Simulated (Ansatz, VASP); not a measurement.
## One calculation of Nb, two programs

The input INCAR:

```
  ALGO = Normal
  EDIFF = 1E-6
  ENCUT = 520
  GGA = PE
  ISIF = 2
  ISMEAR = 0
  LASPH = True
  LCHARG = False
  LREAL = False
  LWAVE = False
  NBANDS = 26
  NELM = 60
  PREC = Accurate
  SIGMA = 0.1
```

File KPOINTS:

```
k-points
0
Gamma
  4 4 4
```

The input POSCAR:

```
Nb
1.0
    3.8640234500      0.0000000000      0.0000000000
    0.0000000000      3.8640234500      0.0000000000
    0.0000000000      0.0000000000      3.8640234500
Nb
3
Direct
    0.5000000000      0.0000000000      0.0000000000
    0.0000000000      0.5000000000      0.0000000000
    0.0000000000      0.0000000000      0.5000000000
```

Input for Ansatz:

```yaml
crystal:
  lattice:
    - [3.86402345, 0.0, 0.0]
    - [0.0, 3.86402345, 0.0]
    - [0.0, 0.0, 3.86402345]
  atoms:
    - { symbol: Nb, position: [0.5, 0.0, 0.0] }
    - { symbol: Nb, position: [0.0, 0.5, 0.0] }
    - { symbol: Nb, position: [0.0, 0.0, 0.5] }
basis:
  ecutwfc: 420
kpoints:
  mp_grid: { grid: [4, 4, 4] }
hamiltonian:
  xc: pbe
scf:
  occupations: { method: gaussian, width: 0.1 }
  lower_state_search: "off"
output:
  forces: true
  stress: true
  eigenvalues: true
```

Alike in both runs: task single point; functional PBE; k mesh 4 × 4 × 4; occupations gaussian, width 0.1 eV; no spin polarisation.

|  | VASP | Ansatz |
| --- | --- | --- |
| version | VASP 6.6.1 | Ansatz 0.2.0 |
| potentials or method | VASP PAW PBE potentials, release 64 (Nb_sv) | scalar-relativistic, plane waves, PAW |
| plane-wave cutoff (eV) | 520 | 420 |
| valence electrons in the cell | 39 | 39 |

Ansatz gave:

```
gap on the k mesh at the Fermi level (eV) : none
pressure (GPa)                            : 13.7
```

Q: Which values does VASP return?

A: gap on the k mesh at the Fermi level (eV): none; pressure (GPa): 13.4.

A gap of «none» marks a metal or a gap that the smearing closes. With one functional, cell and mesh, what is left measures potentials, basis and numerics.

Caveats: the k mesh is coarse (spacing up to 0.41 Å⁻¹), so the values aren't converged.
